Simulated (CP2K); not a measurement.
# GaCuSe2 (I-42d) in CP2K: settings compared, part 3 of 3

CP2K 2026.2.

### Step 7. Against experiment

Step 2. The gap isn't set beside the measured one, since this odd mesh misses points on the zone boundary.

Step 3. A measured gap of GaCuSe2 is 1.72 eV (“Growth and anisotropy of transport properties of CuGaSe2 single crystals”, 2018, pmc:6251020); the calculated 0.07 eV misses it by -1.65 eV. So large a miss can be the level of theory's own, or it may mean another phase, state or a wrong row. 2 values of this kind are on record in papers (1.7 to 1.72 eV); this one was drawn at random among those near their median. Spin-orbit coupling on Ga, Se is left out. The value is that of LDA in an atomic basis (GTH_POTENTIALS Se GTH-PADE-q6, Ga GTH-PADE-q13, Cu GTH-PADE-q11; TZVP-MOLOPT-PBE-GTH basis), whose error adds to the functional's,, without temperature or zero-point motion. Semilocal functionals fall short of measured gaps as a rule.

Step 4. Measured gap of GaCuSe2: 1.72 eV (“Growth and anisotropy of transport properties of CuGaSe2 single crystals”, 2018, pmc:6251020). This calculation gives 0.36 eV (-1.36 eV). So large a miss can be the level of theory's own, or it may mean another phase, state or a wrong row. 2 values of this kind are on record in papers (1.7 to 1.72 eV); this one was drawn at random among those near their median. Spin-orbit coupling on Ga, Se is left out. The value is that of r2SCAN in an atomic basis (POTENTIAL_UZH Se GTH-SCAN-q6, Ga GTH-SCAN-q13, Cu GTH-SCAN-q11; TZVP-MOLOPT-SCAN-GTH basis), whose error adds to the functional's,, without temperature or zero-point motion.

Step 5. Against the measured gap of GaCuSe2, 1.72 eV (“Growth and anisotropy of transport properties of CuGaSe2 single crystals”, 2018, pmc:6251020), the calculated 0.15 eV is off by -1.57 eV. So large a miss can be the level of theory's own, or it may mean another phase, state or a wrong row. 2 values of this kind are on record in papers (1.7 to 1.72 eV); this one was drawn at random among those near their median. Spin-orbit coupling on Ga, Se is left out. The value is that of PBE in an atomic basis (POTENTIAL_UZH Se GTH-PBE-q6, Ga GTH-PBE-q13, Cu GTH-PBE-q11; TZVP-MOLOPT-PBE-GTH basis), whose error adds to the functional's,, without temperature or zero-point motion. Semilocal functionals fall short of measured gaps as a rule.
